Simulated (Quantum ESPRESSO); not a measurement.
Crystal: MgO.

```xyz
2
Lattice="0.0000 2.0970 2.0970 2.0970 0.0000 2.0970 2.0970 2.0970 0.0000" Properties=species:S:1:pos:R:3 pbc="T T T"
Mg    0.0000    0.0000    0.0000
O     2.0970    2.0970    2.0970
```

The cell is a database's computed one.

| Quantity | Value |
| --- | --- |
| Program | Quantum ESPRESSO 7.5 |
| Task | phonons |
| Functional | WC |
| Potentials or basis | GBRV 1.5 PBE |
| Cutoff | 612 eV |
| Density cutoff | 4898 eV |
| k mesh | 6 × 6 × 6, shifted |
| Occupations | fermi-dirac, width 0.05 eV |
| Spin | no spin polarisation |
| Mixing beta | 0.5 |
| Most SCF iterations | 120 |
| SCF threshold | 4e-10 Ry |

The cell and the atoms were relaxed first, to 9.40 Å³/atom (a = 2.984 Å, b = 2.984 Å, c = 2.984 Å, α = 60.00°, β = 60.00°, γ = 60.00°), and the response was taken there.

The first run showed a gap, so the response started from a second, tighter run with fixed occupations.

The run gives a transverse optical frequency of 383 cm⁻¹, an electronic dielectric constant of 3.25 and Born charges of ±1.99 e.

What are the longitudinal frequency and the static dielectric constant?

The longitudinal mode lies at 691 cm⁻¹, 308 cm⁻¹ over the transverse one, and the static constant is 10.55. The two agree with the Lyddane-Sachs-Teller relation: (691/383)² = 3.26 and 10.55/3.25 = 3.25.

Caveat: the potentials were made for another functional, which shifts forces and pressure.
